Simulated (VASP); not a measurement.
Wanted: the native input for a VASP 6.6.1 run.

```yaml
Task: relaxation of cell and atoms
Functional: PBEsol
Potentials_or_basis: VASP PAW PBE potentials, release 64 (Te, Sr_sv)
Cutoff: 600 eV
k_mesh: 8 × 8 × 8
Occupations: gaussian, width 0.03 eV
Spin: no spin polarisation
Further_INCAR_settings: ALGO = Normal; EDIFF = 1e-07; IBRION = 2; EDIFFG = -0.005; NSW = 90; ISIF = 3
```

The structure of SrTe lies in POSCAR:

```
SrTe                                    
1.0
   -0.0000000000      3.3076002723      3.3076002723
    3.3076002723     -0.0000000000      3.3076002723
    3.3076002723      3.3076002723      0.0000000000
  Te              Sr            
     1     1
Direct
     0.5000000000000000    0.5000000000000000    0.5000000000000000
     0.0000000000000000    0.0000000000000000    0.0000000000000000
```

The cell was built by a generator and needn't be a form met in nature.

The input as run:

INCAR

```
SYSTEM = SrTe
ALGO     = Normal         ! electronic algorithm
EDIFF    = 1E-7           ! SCF threshold, eV
EDIFFG   = -0.005         ! ionic threshold
ENCUT    = 600            ! plane-wave cutoff, eV
GGA      = PS             ! functional
IBRION   = 2              ! ionic algorithm
ISIF     = 3              ! what is computed and relaxed
ISMEAR   = 0              ! smearing method
LASPH    = .True.         ! aspherical terms in the spheres
LCHARG   = .False.        ! write CHGCAR
LREAL    = .False.        ! projectors in reciprocal space
LWAVE    = .False.        ! write WAVECAR
NELM     = 80             ! most SCF steps
NSW      = 90             ! ionic steps
PREC     = Accurate       ! precision mode
SIGMA    = 0.03           ! smearing width, eV
```

KPOINTS

```
k-points
0
Gamma
  8 8 8
  0 0 0
```

Potentials or basis: VASP PAW PBE potentials, release 64 (Te, Sr_sv).

Command:

```bash
$ cat potpaw_PBE.64/Te/POTCAR potpaw_PBE.64/Sr_sv/POTCAR > POTCAR
$ mpirun -np 1 vasp_std > vasp.out
```

Results of the run:

* Pressure after relaxing: 0.0 GPa
* Band gap on the k mesh: 1.55 eV, indirect (least direct gap 2.32 eV)

Caveat: the relaxation stopped at its first step, so nothing moved; the PAW data sets were made with another functional, which shifts forces and pressure a little; spin-orbit coupling is left out, which moves the levels of the heavy elements.

Run time: 33 s on 1 thread of Intel(R) Xeon(R) Platinum 8488C (Sapphire Rapids) (shared host), peak memory 0.25 GiB.
